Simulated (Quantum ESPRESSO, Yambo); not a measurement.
# Excitons of ZnSe (Stilleite) on ever denser meshes, part 2 of 4

How far does the k mesh set the exciton binding of ZnSe (Stilleite)?

Quantum ESPRESSO 7.5 and Yambo 5.3.0; PBE and many-body steps on it, plane waves. Known limits of the many-body steps: not at the basis limit; no spin-orbit coupling; coarse k mesh; bindings not settled in the k mesh.

So far. Step 4 (Screening and self-energy, 4×4×4 mesh, 125 bands …): The gap on the mesh goes from 1.29 eV to 2.04 eV, a correction of +0.75 eV. Step 5 (Empty states on the mesh, 4×4×4 mesh, 32 bands): On this mesh the gap is 1.291 eV.

### 7. Excitons

Light makes an electron and a hole together. The Bethe-Salpeter equation adds their screened attraction and their exchange, in a window of bands around the gap.

This step: Bethe-Salpeter equation on PBE with a scissors shift, plane waves, norm-conserving pseudopotentials.

bse3.in

```
optics
bss
bse
em1s
dipoles
rim_cut
RandQpts= 1000000
RandGvec= 1 RL
Chimod= "HARTREE"
BSKmod= "SEX"
BSEmod= "resonant"
BSSmod= "d"
BSENGexx= 20 Ry
BSENGBlk= 4 Ry
% BSEQptR
 1 | 1 |
%
% BSEBands
 20 | 23 |
%
% BEnRange
 0 | 4 | eV
%
% BDmRange
 0.1 | 0.1 | eV
%
BEnSteps= 81
% BLongDir
 1 | 0 | 0 |
%
% BndsRnXs
 14 | 32 |
%
NGsBlkXs= 4 Ry
% LongDrXs
 1 | 1 | 1 |
%
% KfnQP_E
 0.749 | 1.0 | 1.0 |
%
WRbsWF
FFTGvecs= 47 Ry
```

Run with:

```console
OMP_NUM_THREADS=1 mpirun -n 4 yambo -F bse3.in -J bse3 -C bse3 > bse3.log
```

The log of the run:

```text
 Yambo, version 5.3.0

 [02] CORE Variables Setup
 =========================

  [... cell, symmetries and grids as in the set-up ...]

  [02.05] Energies & Occupations
  ==============================

  [X] === General ===
  [X] Electronic Temperature                        :  0.000000  0.000000 [eV K]
  [X] Bosonic    Temperature                        :  0.000000  0.000000 [eV K]
  [X] Finite Temperature mode                       : no
  [X] El. density                                   :  0.96675E+24 [cm-3]
  [X] Fermi Level                                   :  8.779089 [eV]

  [X] === Gaps and Widths ===
  [X] Conduction Band Min                           :  1.291205 [eV]
  [X] Valence Band Max                              :  0.000000 [eV]
  [X] Filled Bands                                  :  22
  [X] Empty Bands                                   :   23   32
  [X] Direct Gap                                    :  1.291205 [eV]
  [X] Direct Gap localized at k                     :  1
  [X] Indirect Gap                                  :  1.291205 [eV]
  [X] Indirect Gap between kpts                     :  1  1
  [X] Last valence band width                       :  2.657666 [eV]
  [X] 1st conduction band width                     :  4.197884 [eV]

 [03] Transferred momenta grid and indexing
 ==========================================

 [BZ sampling] Q-grid is User defined and/or read from the database

 IBZ Q-points                                      :   8
 BZ  Q-points                                      :   64

 K/Q-points units:
 rlu = crystal or reduced units; cc = cartesian coordinates; iku = interal k-units

 Q [1]          [rlu]:  0.000000  0.000000  0.000000
 Q [2]          [rlu]:  0.33641E-17  0.33641E-17  0.25000
 Q [3]          [rlu]: -0.67283E-17 -0.67283E-17 -0.50000
 Q [4]          [rlu]: -0.60307E-17  0.25000      0.25000
 Q [5]          [rlu]: -0.10514E-16  0.25000      0.50000
 Q [6]          [rlu]: -0.67283E-17  0.25000     -0.25000
 Q [7]          [rlu]:  0.12061E-16 -0.50000     -0.50000
 Q [8]          [rlu]:  0.250000 -0.500000 -0.250000

  [03.01] X + BSE indexes
  =======================

   [03.01.01] Sigma indexes
   ========================

 [04] Coloumb potential Random Integration (RIM)
 ===============================================

  [04.01] RIM initialization
  ==========================

  * Diagonal components only detected *

  8 x (sBL volume)        :  0.100952 [a.u.]
  sBZ random points       :  1000000
  Points outside the sBZ  :   7968281
  RL volume               :  0.807617 [a.u.]
  Integrated volume       :  0.810832 [a.u.]

  [04.02] RIM integrals
  =====================

  Gamma point sphere radius             :  0.084461 [a.u.]
  Points outside the sphere             :   800476
  [Int_sBZ(q=0) 1/q^2]*(Vol_sBZ)^(-1/3) =:  7.776341
                                 should be <:  7.795600

  Summary of Coulomb integrals for non-metallic bands |Q|[au] RIM/Bare

  Q [1] 0.100000E-4 0.997530 * Q [2] 0.254029 1.068455
  Q [4] 0.293327 1.068048 * Q [6] 0.414827 1.030576
  Q [5] 0.486428 1.023062 * Q [3] 0.508057 1.020719
  Q [7] 0.586654 1.016898 * Q [8] 0.655899 1.013831

 [05] External/Internal QP corrections
 =====================================

 [QP_apply] Action to be applied: USER defined scissor

  [05.01]  QP corrections report
  ==============================

  [K+QP] === General ===
  [K+QP] Electronic Temperature                     :  0.000000  0.000000 [eV K]
  [K+QP] Bosonic    Temperature                     :  0.000000  0.000000 [eV K]
  [K+QP] Finite Temperature mode                    : no
  [K+QP] El. density                                :  0.96675E+24 [cm-3]
  [K+QP] Fermi Level                                :  0.000000 [eV]

  [K+QP] === Gaps and Widths ===
  [K+QP] Conduction Band Min                        :  2.040205 [eV]
  [K+QP] Valence Band Max                           :  0.000000 [eV]
  [K+QP] Filled Bands                               :  22
[...]
io_Double_Grid :      0.0001s P3 ( 2 calls,   0.054 msec avg) [MAX]      0.0001s P1 ( 2 calls,   0.047 msec avg) [min]
                                    io_BSS_diago :      0.0075s P1 ( 2 calls,   3.726 msec avg) [MAX]      0.0001s P2 ( 2 calls,   0.062 msec avg) [min]
                          BSE components folding :      0.0002s P3 [MAX]      0.0002s P4 [min]
                         IO_and_Messaging_switch :      0.0002s P1 (85 calls,   0.003 msec avg) [MAX]      0.0002s P2 (85 calls,   0.002 msec avg) [min]
                                    scatter_Gamp :      0.0002s P3 ( 8 calls,   0.028 msec avg) [MAX]      0.0002s P4 ( 8 calls,   0.027 msec avg) [min]
                                       X (REDUX) :      0.0035s P4 ( 8 calls,   0.435 msec avg) [MAX]      0.0002s P1 ( 8 calls,   0.028 msec avg) [min]
                              BSE matrix (REDUX) :      0.0003s P2 [MAX]      0.0003s P4 [min]
                                      Xo (REDUX) :      0.2547s P4 ( 8 calls,  31.837 msec avg) [MAX]      0.0008s P1 ( 8 calls,   0.102 msec avg) [min]
                                    PP_uspp_init :      0.0010s P2 (25 calls,   0.039 msec avg) [MAX]      0.0009s P3 (24 calls,   0.038 msec avg) [min]
                                  eval_G_minus_G :      0.0014s P4 [MAX]      0.0014s P3 [min]
                                   X (procedure) :      0.0053s P1 ( 8 calls,   0.658 msec avg) [MAX]      0.0020s P4 ( 8 calls,   0.249 msec avg) [min]
                               SERIAL_lin_system :      0.0023s P1 ( 8 calls,   0.284 msec avg)
                                        io_QINDX :      0.0147s P1 ( 5 calls,   2.932 msec avg) [MAX]      0.0071s P2 ( 3 calls,   2.367 msec avg) [min]
                                      T_space IP :      0.0074s P3 [MAX]      0.0074s P1 [min]
                                     BSE dipoles :      0.0074s P1 [MAX]      0.0074s P2 [min]
                                     K_WF_phases :      0.0129s P4 [MAX]      0.0102s P2 [min]
                                           io_BS :      0.0121s P2 (47 calls,   0.258 msec avg) [MAX]      0.0119s P4 (43 calls,   0.276 msec avg) [min]
                                 bz_samp_indexes :      0.0131s P1 [MAX]      0.0131s P2 [min]
                                            io_X :      0.0498s P1 (25 calls,   1.992 msec avg) [MAX]      0.0141s P4 (25 calls,   0.563 msec avg) [min]
                                     io_KB_pwscf :      0.0169s P2 (10 calls,   1.691 msec avg) [MAX]      0.0160s P4 (10 calls,   1.600 msec avg) [min]
                                      io_DIPOLES :      0.0366s P1 (25 calls,   1.465 msec avg) [MAX]      0.0194s P4 (17 calls,   1.144 msec avg) [min]
                SERIAL_HERMITIAN_diagonalization :      0.0252s P2 [MAX]      0.0250s P1 [min]
                                  LINEAR ALGEBRA :      0.0272s P1 ( 9 calls,   3.028 msec avg) [MAX]      0.0250s P3 [min]
                                         io_GROT :      0.0295s P4 ( 2 calls,  14.738 msec avg) [MAX]      0.0274s P1 ( 2 calls,  13.696 msec avg) [min]
                            X T_space Kernel sum :      0.0466s P3 (64 calls,   0.728 msec avg) [MAX]      0.0316s P1 (72 calls,   0.439 msec avg) [min]
                                    Diago Solver :      0.0432s P1 [MAX]      0.0348s P3 [min]
                                     io_fragment :      0.0638s P1 (84 calls,   0.760 msec avg) [MAX]      0.0527s P3 (66 calls,   0.798 msec avg) [min]
                                       FFT_setup :      0.0633s P1 (25 calls,   2.533 msec avg) [MAX]      0.0595s P4 (24 calls,   2.478 msec avg) [min]
                                     WF_load_FFT :      0.0697s P1 (25 calls,   2.788 msec avg) [MAX]      0.0673s P3 (24 calls,   2.802 msec avg) [min]
                                           io_WF :      0.0829s P2 (90 calls,   0.921 msec avg) [MAX]      0.0792s P3 (86 calls,   0.921 msec avg) [min]
                                T_space EXX Osc. :      0.1042s P2 (15 calls,   6.948 msec avg) [MAX]      0.0987s P3 (14 calls,   7.053 msec avg) [min]
                               T_space CORR Osc. :      0.1698s P2 (36 calls,   4.716 msec avg) [MAX]      0.1652s P3 (32 calls,   5.162 msec avg) [min]
                                  DIPOLE_g_space :      0.1964s P3 [MAX]      0.1817s P2 [min]
                                X T_space Kernel :      0.3531s P3 [MAX]      0.3445s P1 [min]
                                             RIM :      0.5679s P4 [MAX]      0.5675s P2 [min]
                                  Xo (procedure) :      1.1767s P3 ( 8 calls,   0.147 msec avg) [MAX]      0.9457s P4 ( 8 calls, 118.210 msec avg) [min]
                                         Dipoles :      1.2229s P1 [MAX]      1.2229s P2 [min]

 [11] Game Over & Game summary
```

The job ended after 4.3 s (4 MPI ranks of Arm Neoverse V1, shared host; peak memory 1.1 GiB; 13 s of CPU time).

This step gave:

| Item | Value |
| --- | --- |
| transitions in the window | 192 |
| direct gap of the transition levels | 2.040 eV |
| lowest state | 1.856 eV |
| first strong exciton (over a fiftieth of the strongest listed) | 1.856 eV |
| binding of the lowest state below the direct gap | 0.1845 eV |
| Coulomb term of one mesh cell | 0.2166 eV |

The binding is 0.85 times the screened Coulomb term of one mesh cell (0.22 eV), so it is not shown settled.

The lowest state lies at 1.856 eV, 0.185 eV under the direct gap.

Lines within 3 meV are set at the lowest of them, and the highest group, which the list may cut short, is left out. Exciton lines, with heights relative to the strongest:

| position (eV) | lines merged | strength, relative |
| --- | --- | --- |
| 1.856 | 3 | 80 |
| 3.658 | 3 | 100 |
| 3.765 | 3 | 0.0 |
| 3.787 | 2 | 0.0 |
| 3.820 | 5 | 0.0 |
| 3.829 | 3 | 0.4 |
| 4.011 | 3 | 7.2 |

Field along x; broadening 0.1 eV; transition window only. Limits: finite bands, cutoff and mesh; no spin-orbit coupling; coarse k mesh; exciton not shown settled in the k mesh. Table of ε₂ by photon energy; read off at these points:

| photon energy (eV) | BSE | no electron-hole interaction |
| --- | --- | --- |
| 0.00 | 0.189 | 0.139 |
| 0.15 | 0.217 | 0.157 |
| 0.30 | 0.253 | 0.179 |
| 0.40 | 0.283 | 0.197 |
| 0.55 | 0.339 | 0.230 |
| 0.70 | 0.418 | 0.273 |
| 0.85 | 0.530 | 0.333 |
| 0.95 | 0.636 | 0.385 |
| 1.10 | 0.876 | 0.496 |
| 1.25 | 1.3 | 0.671 |
| 1.40 | 2.17 | 0.973 |
| 1.50 | 3.39 | 1.32 |
| 1.65 | 8.59 | 2.37 |
| 1.80 | 33.8 | 5.50 |
| 1.85 | 44.3 | 8.01 |
| 1.95 | 23.8 | 20.2 |
| 2.05 | 9.57 | 36.1 |
| 2.20 | 3.77 | 10.4 |
| 2.35 | 2.13 | 3.66 |
| 2.50 | 1.52 | 1.92 |
| 2.60 | 1.35 | 1.44 |
| 2.75 | 1.30 | 1.09 |
| 2.90 | 1.45 | 0.968 |
| 3.05 | 1.89 | 0.979 |
| 3.15 | 2.47 | 1.06 |
| 3.30 | 4.39 | 1.31 |
| 3.45 | 10.8 | 1.86 |
| 3.60 | 41.9 | 3.14 |
| 3.65 | 55.4 | 3.95 |
| 3.70 | 47.5 | 5.14 |
| 3.85 | 13.3 | 15.6 |
| 4.00 | 8.60 | 38.5 |

### 8. Triplet (no exchange term)

bse4.in, as its differences from bse3.in of step 7:

```diff
@@ -12,3 +12,3 @@
 BSSmod= "d"
-BSENGexx= 20 Ry
+BSENGexx= 1 RL
 BSENGBlk= 4 Ry
```

Run with:

```console
OMP_NUM_THREADS=1 mpirun -n 4 yambo -F bse4.in -J bse4,bse3_W -C bse4 > bse4.log
```

The log of the run:

```text
 Yambo, version 5.3.0

 [02] CORE Variables Setup
 =========================

  [... cell, symmetries and grids as in the set-up ...]

  [02.05] Energies & Occupations
  ==============================

  [X] === General ===
  [X] Electronic Temperature                        :  0.000000  0.000000 [eV K]
  [X] Bosonic    Temperature                        :  0.000000  0.000000 [eV K]
  [X] Finite Temperature mode                       : no
  [X] El. density                                   :  0.96675E+24 [cm-3]
  [X] Fermi Level                                   :  8.779089 [eV]

  [X] === Gaps and Widths ===
  [X] Conduction Band Min                           :  1.291205 [eV]
  [X] Valence Band Max                              :  0.000000 [eV]
  [X] Filled Bands                                  :  22
  [X] Empty Bands                                   :   23   32
  [X] Direct Gap                                    :  1.291205 [eV]
  [X] Direct Gap localized at k                     :  1
  [X] Indirect Gap                                  :  1.291205 [eV]
  [X] Indirect Gap between kpts                     :  1  1
  [X] Last valence band width                       :  2.657666 [eV]
  [X] 1st conduction band width                     :  4.197884 [eV]

 [03] Transferred momenta grid and indexing
 ==========================================

 IBZ Q-points                                      :   8
 BZ  Q-points                                      :   64

 K/Q-points units:
 rlu = crystal or reduced units; cc = cartesian coordinates; iku = interal k-units

 Q [1]          [rlu]:  0.000000  0.000000  0.000000
 Q [2]          [rlu]:  0.33641E-17  0.33641E-17  0.25000
 Q [3]          [rlu]: -0.67283E-17 -0.67283E-17 -0.50000
[...]
BSE dipoles :      0.0084s P4 [MAX]      0.0084s P2 [min]
                           K_WF_phases :      0.0185s P3 [MAX]      0.0102s P2 [min]
                            io_DIPOLES :      0.0119s P1 ( 7 calls,   1.703 msec avg) [MAX]      0.0118s P2 ( 7 calls,   1.686 msec avg) [min]
                                 io_BS :      0.0124s P1 (47 calls,   0.264 msec avg) [MAX]      0.0120s P2 (47 calls,   0.256 msec avg) [min]
                  X T_space Kernel sum :      0.0318s P3 (64 calls,   0.497 msec avg) [MAX]      0.0223s P2 (72 calls,   0.310 msec avg) [min]
      SERIAL_HERMITIAN_diagonalization :      0.0257s P2 [MAX]      0.0256s P4 [min]
                        LINEAR ALGEBRA :      0.0257s P2 [MAX]      0.0256s P4 [min]
                               io_GROT :      0.0269s P2 ( 2 calls,  13.464 msec avg) [MAX]      0.0262s P4 ( 2 calls,  13.124 msec avg) [min]
                          Diago Solver :      0.0439s P1 [MAX]      0.0354s P3 [min]
                           io_fragment :      0.0385s P2 (45 calls,   0.855 msec avg) [MAX]      0.0360s P3 (43 calls,   0.836 msec avg) [min]
                           WF_load_FFT :      0.0408s P2 (16 calls,   2.548 msec avg) [MAX]      0.0372s P3 (15 calls,   2.480 msec avg) [min]
                                  io_X :      0.0406s P1 (24 calls,   1.692 msec avg) [MAX]      0.0405s P2 (24 calls,   1.689 msec avg) [min]
                                 io_WF :      0.0514s P2 (56 calls,   0.917 msec avg) [MAX]      0.0460s P3 (52 calls,   0.885 msec avg) [min]
                             FFT_setup :      0.0566s P1 (17 calls,   3.328 msec avg) [MAX]      0.0532s P4 (16 calls,   3.326 msec avg) [min]
                      T_space EXX Osc. :      0.1085s P2 (15 calls,   7.234 msec avg) [MAX]      0.1015s P3 (14 calls,   7.250 msec avg) [min]
                     T_space CORR Osc. :      0.1682s P2 (36 calls,   4.672 msec avg) [MAX]      0.1649s P4 (32 calls,   5.153 msec avg) [min]
                      X T_space Kernel :      0.3492s P3 [MAX]      0.3426s P1 [min]

 [11] Game Over & Game summary
[key lines of the parts left out:]
Dipoles :      0.0035s P1 [MAX]      0.0034s P2 [min]
```

The job ended after 1.2 s (4 MPI ranks; peak memory 0.26 GiB; 4.6 s of CPU time).

The lowest triplet lies at 1.837 eV; without spin-orbit coupling triplets are dark, so no spectrum is read.

### 9. Empty states on the mesh, 6×6×6 mesh, 32 bands

This step: Quantum ESPRESSO 7.5; DFT, PBE, plane waves, norm-conserving pseudopotentials.

pw.in

```
&control
  calculation = 'nscf'
  prefix = 'x'
  outdir = 'o'
  pseudo_dir = 'pseudo'
/
&system
  ibrav = 0
  nat = 2
  ntyp = 2
  ecutwfc = 104.0
  nbnd = 32
  force_symmorphic = .true.
/
&electrons
  conv_thr = 1e-9
  electron_maxstep = 80
  diago_full_acc = .true.
  diago_thr_init = 5e-6
/
ATOMIC_SPECIES
  Zn 65.38 Zn.upf
  Se 78.971 Se.upf
CELL_PARAMETERS angstrom
  -0.0000000000 2.8338000000 2.8338000000
  2.8338000000 -0.0000000000 2.8338000000
  2.8338000000 2.8338000000 0.0000000000
ATOMIC_POSITIONS crystal
  Zn 0.0000000000 0.0000000000 0.0000000000
  Se 0.2500000000 0.2500000000 0.2500000000
K_POINTS automatic
  6 6 6 0 0 0
```

Run with:

```console
OMP_NUM_THREADS=1 mpirun -n 4 pw.x -nk 4 -in pw.in > pw.out
```

The log of the run:

```text
[banner, memory and clock lines left out]
Program PWSCF v.7.5 starts

     Atomic positions and unit cell read from directory:
     o/x.save/

     Message from routine setup:
     using ibrav=0 with symmetry is DISCOURAGED, use correct ibrav instead

     G-vector sticks info

     bravais-lattice index     =            0
     lattice parameter (alat)  =       7.5733  a.u.
     unit-cell volume          =     307.1384 (a.u.)^3
     number of atoms/cell      =            2
     number of atomic types    =            2
     number of electrons       =        44.00
[...]
k = 0.1179 0.1179-0.1179 (  5510 PWs)   bands (ev):

  -198.4430-137.9212-137.9212-137.9212-116.4660 -70.6257 -70.6257 -70.6257
[...]
k = 0.2357 0.2357-0.2357 (  5504 PWs)   bands (ev):

  -198.4430-137.9212-137.9212-137.9212-116.4660 -70.6257 -70.6257 -70.6257
[...]
2.4075   2.6115   2.6115   4.7258   8.1000   8.1000  11.4635  15.2671
    15.2671  16.3556  19.2138  19.8504  19.8504  24.2614  26.4643  26.4643

          k =-0.3536-0.3536 0.3536 (  5480 PWs)   bands (ev):

     [... further k-points ...]

     highest occupied, lowest unoccupied level (ev):     8.7791   10.0703

     XML data file, pseudopotentials, collected wavefunctions
```

The job ended after 3.8 s (4 MPI ranks; peak memory 0.28 GiB; 15 s of CPU time).

This step gave:

| Quantity | Value |
| --- | --- |
| gap | 1.291 eV |
| k of the valence top | 0, 0, 0 |
| k of the conduction bottom | 0, 0, 0 |
| least direct gap | 1.291 eV |
| k points computed | 16 |
| lowest point of the top converged band, above the valence top | 13.07 eV |

On this mesh the gap is 1.291 eV.

### 10. Conversion and set-up

This step: Yambo 5.3.0; conversion and set-up on PBE, plane waves, norm-conserving pseudopotentials.

Run with:

```console
(cd o/x.save; p2y > p2y.log; mv SAVE ../..); yambo > setup.log
```

The log of the run:

```text
 Yambo, version 5.3.0

 [02] CORE Variables Setup
 =========================

  [02.01] Unit cells
  ==================

  Cell kind             :  FCC
  Atoms in the cell     :  Zn  Se
  number of Zn atoms    :  1
  number of Se atoms    :  1

  List of atomic masses
  Mass of Zn    :  65.38000
  Mass of Se    :  78.97100

  List of atomic coordinates    : [cc]
  Zn1       :  0.000000  0.000000  0.000000  order 1
  Se1       :  2.677553  2.677553  2.677553  order 2

  Alat factors          :  5.355106  5.355106  5.355106 [a.u.]
  Direct lattice volume :  307.1384 [a.u.]
[...]
Q [ 1]         [rlu]:  0.000000  0.000000  0.000000
 Q [ 2]         [rlu]:  0.34523E-17  0.34523E-17  0.16667
 Q [ 3]         [rlu]:  0.69045E-17  0.69045E-17  0.33333
[...]
Q [ 8]         [rlu]: -0.67283E-17  0.16667     -0.33333
 Q [ 9]         [rlu]: -0.28048E-17  0.16667     -0.16667
 Q [10]         [rlu]: -0.80409E-17  0.33333      0.33333
     [... 4 further rows ...]
 Q [15]         [rlu]:  0.166667  0.333333 -0.333333
 Q [16]         [rlu]:  0.166667 -0.500000 -0.333333

  [03.01] X indexes
  =================

   [03.01.01] Sigma indexes
   ========================

 [06] Game Over & Game summary
```

It took 3.3 s on 1 MPI rank; peak memory 0.26 GiB.

(Part 2 of 4 ends here.)

[Paths, hosts, dates, memory and timing lines, banners, echoed tables and standing remarks are left out of the program output.]

[Logs are printed without paths, hosts, clocks, repeated set-up lines and the standing remarks that a program may print on its own settings, such as how far it seeks lower states.]

[Runs of the session that timed out or met a known fault of the program may be left out.]

[Hosts, paths, dates, database ids (printed as entryN), source tags and the programs' standing remarks are cut or masked in the printed files.]
